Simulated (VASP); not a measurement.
In: relaxation of cell and atoms with r2SCAN+rVV10

Crystal: In.

```
In
1.0
    -1.62547    1.62547    2.47370
     1.62547   -1.62547    2.47370
     1.62547    1.62547   -2.47370
In
1
Direct
  0.00000 0.00000 0.00000
```

```yaml
Program: VASP 6.6.1
Task: relaxation of cell and atoms
Functional: r2SCAN
Dispersion: rVV10
Potentials_or_basis: VASP PAW PBE potentials, release 64 (In_d)
Cutoff: 600 eV
k_mesh: 11 × 11 × 11
Occupations: methfessel-paxton, width 0.1 eV
Spin: no spin polarisation
Further_INCAR_settings: ALGO = Normal; EDIFF = 1e-07; IBRION = 2; EDIFFG = -0.02; NSW = 60; ISIF = 3
```

| Item | Value |
| --- | --- |
| Relaxed volume | 25.79 Å³/atom |
| Relaxed cell | a = 3.360 Å, b = 3.360 Å, c = 3.360 Å, α = 122.37°, β = 122.37°, γ = 85.94° |
| Space group after relaxing (to 0.05 Å) | I4/mmm (No. 139) |
| Energy gained by relaxing | 0.6 meV/atom |
| Ionic steps | 2 |
| Pressure after relaxing | 0.0 GPa |
| Band gap on the k mesh | none (metal or under the smearing width) |

Stress tensor (GPa, compression positive):
```
 0.07  0.00  0.00
 0.00  0.07  0.00
 0.00  0.00 -0.03
```

The path:
```tsv
step	energy change (eV)	largest force (eV/Å)	pressure (GPa)	volume (Å³)
1	0.0000	0.0000	-0.58	26.14
2	-0.0006	0.0000	0.04	25.79
```

Final structure:
```
CELL_PARAMETERS angstrom
-1.61942 1.61942 2.45852
1.61942 -1.61942 2.45852
1.61942 1.61942 -2.45852
ATOMIC_POSITIONS crystal
In 0.00000 0.00000 0.00000
```

Levels at points of the mesh, in eV from the Fermi level:
```tsv
k point	band 3	band 4	band 5	band 6	band 7	band 8	band 9	band 10
(0.00, 0.00, 0.00)	-15.24	-15.15	-15.04	-10.21	11.23	11.23	11.46	12.14
```

Run time: 5.2 min on 1 thread of Intel(R) Xeon(R) Platinum 8488C (Sapphire Rapids) (shared host), peak memory 0.3 GiB.

Caveat: the PAW data sets were made with another functional, which shifts forces and pressure a little.
